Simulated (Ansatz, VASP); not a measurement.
# Two plane-wave programs on Ga

INCAR

```
SYSTEM = Ga
PREC     = Accurate       ! precision mode
ENCUT    = 520            ! plane-wave cutoff, eV
EDIFF    = 1E-6           ! SCF threshold, eV
ISMEAR   = -1             ! smearing method
SIGMA    = 0.1            ! smearing width, eV
LREAL    = .False.        ! projectors in reciprocal space
LASPH    = .True.         ! aspherical terms in the spheres
NELM     = 100            ! most SCF steps
ALGO     = Normal         ! electronic algorithm
ISIF     = 2              ! what is computed and relaxed
LWAVE    = .False.        ! write WAVECAR
LCHARG   = .False.        ! write CHGCAR
GGA      = RE             ! functional
NBANDS   = 12             ! bands
```

Contents of KPOINTS:

```
Automatic mesh
0
Gamma
  15 15 15
  0 0 0
```

Contents of POSCAR:

```
Ga
1.0
    2.5495797431      0.0000000000      0.0000000000
    0.0000000000      2.5495797431      0.0000000000
    0.0000000000      0.0000000000      2.5495797431
Ga
1
Direct
    0.0000000000      0.0000000000      0.0000000000
```

Input for Ansatz:

```yaml
crystal:
  lattice:
    - [2.5495797431, 0.0, 0.0]
    - [0.0, 2.5495797431, 0.0]
    - [0.0, 0.0, 2.5495797431]
  atoms:
    - { symbol: Ga, position: [0.0, 0.0, 0.0] }
kpoints:
  mp_grid: { grid: [15, 15, 15] }
scf:
  occupations: { method: fermi_dirac, width: 0.1 }
hamiltonian:
  xc: revpbe
  pseudopotentials: { kind: paw }
output:
  forces: true
  stress: true
  eigenvalues: true
  populations: true
basis:
  ecutwfc: "58.8 Ry"
  ecutrho_ratio: 4
```

This isn't the form of Ga at room conditions, which is orthorhombic.

Alike in both runs: task single point; functional revPBE; k mesh 15 × 15 × 15; occupations fermi-dirac, width 0.1 eV; no spin polarisation.

|  | VASP | Ansatz |
| --- | --- | --- |
| version | VASP 6.6.1 | Ansatz 0.2.0 |
| potentials or method | VASP PAW PBE potentials, release 64 (Ga_d) | PAW with Ansatz's default frozen-core files, scalar-relativistic |
| plane-wave cutoff (eV) | 520 | 800 |
| valence electrons in the cell | 13 | 13 |

Ansatz gave:

- gap on the k mesh at the Fermi level (eV): none
- pressure (GPa): 16.1

**Question.** Estimate VASP's values.

**Answer.** gap on the k mesh at the Fermi level (eV): none; pressure (GPa): 16.4.

A gap of «none» marks a metal or a gap that the smearing closes.

Caveats: so large a pressure means that the cell lies far from this level's equilibrium, or that cutoff or potentials fall short (VASP); the potentials were made for another functional, which shifts forces and pressure (VASP).
